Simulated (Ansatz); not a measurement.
# Y in Ansatz: the effect of functional

Y:

```
CELL_PARAMETERS angstrom
3.59810 0.00000 0.00000
-1.79905 3.11605 0.00000
0.00000 0.00000 5.65315
ATOMIC_POSITIONS crystal
Y 0.66667 0.33333 0.75000
Y 0.33333 0.66667 0.25000
```

The cell isn't the ideal one: volume scaled by 0.96.

Alike in all runs:

| Item | Value |
| --- | --- |
| Program | Ansatz 0.2.0 |
| Task | single point |
| Potentials or basis | Ansatz PAW |
| k mesh | 8 × 8 × 5 |
| Occupations | fermi-dirac, width 0.05 eV |
| Spin | no spin polarisation |

Q: One run gave: pressure 1.6 GPa. Which functional did it use?
A. PBE
B. r2SCAN
C. LDA

A: A.

| functional | cutoff | pressure (GPa) |
| --- | --- | --- |
| LDA | 420 eV (not typed: the program's choice for these potentials) | -2.4 |
| r2SCAN | 500 eV (not typed: the program's choice for these potentials) | 2.5 |
| PBE | 420 eV (not typed: the program's choice for these potentials) | 1.6 |

Caveats: the PAW data sets come from PBE, with cores solved anew for the run's functional, which leaves a small shift of forces and pressure (some runs).
